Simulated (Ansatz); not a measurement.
# Band structure of S

```
S
1.0
     0.00000    2.89610    2.89610
     2.89610    0.00000    2.89610
     2.89610    2.89610    0.00000
S
2
Direct
  0.00000 0.00000 0.00000
  0.25000 0.25000 0.25000
```

Atoms are numbered in the order listed.

The structure comes from a relaxation in the same program, started in the diamond type, and has space group Fd-3m. Whether it is a known phase or the ground state wasn't checked.

These are results of DFT, PBE, all-electron LAPW, scalar-relativistic (Ansatz 0.2.0), not measurements.

Sampling and basis: a Γ-centred 12×12×12 k mesh, Fermi–Dirac smearing of 0.05 eV, basis error target 1 meV/atom, no spin polarisation.

Points in fractions of the reciprocal vectors of this cell: Γ (0, 0, 0), X (0.5, 0, 0.5), U (0.625, 0.25, 0.625), K (0.375, 0.375, 0.75), L (0.5, 0.5, 0.5), W (0.5, 0.25, 0.75). The path joins them by straight lines in the order Γ–X–U–K–Γ–L–W–X; legs that retrace an earlier one aren't tabulated. Energies are in eV from the Fermi level.

Question: List the levels at Γ between -20 and 5.5 eV.

Answer: -15.72, -9.10, -3.81 (×3), -0.91 (×3).

Question: List the levels at K between -20 and 5.5 eV.

Answer: -13.60, -12.81, -5.92, -5.18, -2.11, -0.52, 1.65, 1.75.

Question: List the levels at L between -20 and 5.5 eV.

Answer: -14.49, -11.77, -4.57 (×2), -4.23, 0.24 (×2), 1.96.

Question: What is the band gap?

Answer: none: bands cross the Fermi level, a metal.
